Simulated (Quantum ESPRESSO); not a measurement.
**MoP: zone-centre phonons under several settings**

```
Mo P
1.0
     3.22300    0.00000    0.00000
    -1.61150    2.79120    0.00000
     0.00000    0.00000    3.19100
Mo P
1 1
Cartesian
  0.0000 0.0000 0.0000
  0.0000 1.8608 1.5955
```

All runs used Quantum ESPRESSO 7.5; k mesh 10 × 10 × 8; relaxed cell; no spin polarisation.

```csv
level,potentials,cutoff (eV),occupations,volume (Å³/atom),lowest optical mode without the field (cm⁻¹),highest optical mode without the field (cm⁻¹)
PBEsol,GBRV 1.5 PBEsol,612,"methfessel-paxton, width 0.136 eV",?,?,?
PBE,JTH 2.0 PBE,490,"gaussian, width 0.272 eV",14.55,390,401
LDA,JTH 2.0 LDA,490,"cold, width 0.272 eV",13.92,417,420
```

What stands in the row left open?

Volume 14.09 Å³/atom; lowest optical mode without the field 411 cm⁻¹; highest optical mode without the field 420 cm⁻¹.

Caveats: the mesh is thin for the phonons of a metal; the cutoff is low for these files, which shifts pressure and relaxed volume (some runs).

For the row left open. Caveat: the mesh is thin for the phonons of a metal.
